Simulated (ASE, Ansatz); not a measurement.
# Generalised stacking fault on (110) of BePd (80 atoms), the geometry as built

CsCl-type BePd (a = 2.813 Å), cell with z along [110], 2 x 2 x 5 periods; the third cell vector is tilted by 0.583 of [001] and lengthened by 0 Å, so the cell holds one fault; displaced by a Gaussian of 0.01 Å.

Geometry: the geometry as built. Computed with Ansatz 0.2.0: Kohn-Sham DFT, r2SCAN, PAW (set soft_2), plane waves; cutoff 500 eV, k-mesh 4×3×1, fermi-dirac smearing of 0.1 eV.

Extended XYZ; positions in Å, forces in eV/Å:

```xyz
80
Lattice="5.626 0.000 0.000 0.000 7.956 0.000 1.641 0.000 19.891" Properties=species:S:1:pos:R:3:forces:R:3 pbc="T T T"
Be 5.637 0.002 19.871 -0.349 -0.035 -2.213
Pd 1.407 7.953 1.963 0.357 -0.003 1.732
Be 1.166 7.938 0.011 -0.396 0.098 -2.812
Pd 4.216 7.947 1.987 0.277 0.027 1.148
Be 5.610 4.000 19.872 -0.276 -0.118 -2.199
Pd 1.401 3.991 1.969 0.362 -0.145 1.475
Be 2.821 3.975 19.882 -0.369 -0.052 -2.504
Pd 4.219 3.993 1.984 0.287 -0.136 1.077
Be 5.601 1.980 1.973 0.369 0.051 2.385
Pd 1.396 1.976 3.971 0.051 0.121 0.029
Be 2.802 1.970 1.991 0.345 0.101 2.251
Pd 4.216 2.005 3.970 -0.064 -0.200 0.061
Be 5.628 7.953 3.957 0.045 -0.002 0.068
Pd 1.399 0.016 5.966 0.039 -0.112 -0.024
Be 2.801 7.946 3.972 0.100 0.046 0.022
Pd 4.216 7.945 5.944 0.031 0.126 0.177
Be 5.628 5.969 1.987 0.323 -0.009 2.421
Pd 1.411 5.962 3.977 -0.049 0.060 0.115
Be 2.811 5.961 1.977 0.314 0.033 2.221
Pd 4.220 5.961 3.976 0.005 0.022 0.080
Be 5.631 3.977 3.969 0.040 -0.005 0.017
Pd 1.392 3.979 5.962 0.130 0.038 0.002
Be 2.819 3.974 3.963 -0.036 -0.002 0.029
Pd 4.206 3.959 5.949 0.030 0.161 0.145
Be 5.627 1.996 5.956 -0.023 -0.038 0.007
Pd 1.408 2.003 7.944 0.040 -0.098 0.083
Be 2.813 1.987 5.974 -0.022 -0.023 -0.088
Pd 4.230 1.991 7.950 -0.083 -0.109 0.016
Be 5.629 7.953 7.951 -0.033 0.029 -0.037
Pd 1.410 7.954 9.934 -0.090 0.036 -0.013
Be 2.821 7.955 7.957 0.005 0.050 -0.111
Pd 4.209 7.952 9.941 0.118 0.104 -0.082
Be 5.618 5.957 5.962 0.030 0.035 -0.016
Pd 1.422 5.985 7.936 -0.040 -0.150 0.105
Be 2.834 5.980 5.962 -0.097 -0.059 -0.022
Pd 4.233 5.953 7.952 -0.042 0.150 -0.069
Be 5.623 3.991 7.941 0.030 -0.034 -0.017
Pd 1.399 3.975 9.932 0.001 0.093 0.034
Be 2.828 3.977 7.952 -0.089 0.011 -0.077
Pd 4.211 3.987 9.924 0.053 -0.116 0.162
Be 5.631 1.987 9.932 -0.032 -0.013 0.022
Pd 1.404 1.989 11.925 -0.007 -0.003 -0.006
Be 2.792 1.982 9.948 0.104 0.046 -0.074
Pd 4.218 2.000 11.923 -0.003 -0.064 0.015
Be 5.627 0.002 11.909 -0.029 0.031 0.099
Pd 1.406 7.954 13.910 0.013 0.030 -0.008
Be 2.810 0.006 11.917 0.007 0.017 0.078
Pd 4.219 0.003 13.925 -0.017 0.031 -0.144
Be 5.630 5.973 9.938 0.006 -0.031 -0.041
Pd 1.408 5.974 11.924 -0.109 -0.079 -0.030
Be 2.817 5.955 9.950 -0.052 0.038 -0.105
Pd 4.211 5.982 11.912 0.143 -0.112 0.140
Be 5.616 3.973 11.917 0.029 0.064 0.019
Pd 1.409 3.975 13.905 0.036 0.081 -0.014
Be 2.805 3.990 11.925 0.046 -0.033 -0.021
Pd 4.230 3.986 13.915 -0.093 -0.076 -0.089
Be 5.633 1.993 13.928 -0.060 -0.034 -0.055
Pd 1.406 1.996 15.889 0.041 -0.102 0.082
Be 2.813 2.008 13.917 0.042 -0.092 0.003
Pd 4.228 1.985 15.913 -0.108 0.019 -0.098
Be 5.620 0.013 15.898 0.010 -0.104 0.059
Pd 7.038 0.001 17.881 -0.167 -0.015 -0.045
Be 2.799 7.943 15.912 0.073 0.053 -0.066
Pd 4.197 7.944 17.898 0.276 0.076 -0.186
Be 5.634 5.962 13.922 -0.029 0.060 -0.051
Pd 1.408 5.968 15.900 -0.028 -0.030 -0.069
Be 2.816 5.961 13.894 -0.013 0.039 0.081
Pd 4.216 5.952 15.884 0.038 0.107 0.067
Be 5.637 3.974 15.888 -0.037 0.015 0.092
Pd 7.042 3.975 17.886 -0.122 0.063 -0.045
Be 2.798 3.961 15.907 0.064 0.075 -0.046
Pd 4.210 3.980 17.887 0.160 -0.049 -0.152
Be 5.616 1.987 17.899 -0.008 0.001 -0.077
Pd 7.025 1.984 19.872 -0.206 0.075 -1.249
Be 2.815 1.987 17.888 -0.058 0.014 -0.004
Pd 4.225 1.987 19.881 -0.390 0.015 -1.199
Be 5.629 5.969 17.870 -0.057 -0.015 0.049
Pd 5.397 5.969 0.002 -0.431 -0.046 -1.465
Be 2.831 5.979 17.872 -0.191 -0.081 0.019
Pd 4.211 5.956 19.862 -0.167 0.083 -1.058
```

The cell is under 6 Å thick along one periodic direction, so every atom has periodic images of itself close by, which move with it and show among its neighbours and in g(r).

The r.m.s. force component is 0.510 eV/Å; the longest force, 2.84 eV/Å, acts on Be3.

[Logs are printed without paths, hosts, clocks, repeated set-up lines and the standing remarks that a program may print on its own settings, such as how far it seeks lower states.]

[Hosts, paths, dates, database ids (printed as entryN), source tags and the programs' standing remarks are cut or masked in the printed files.]
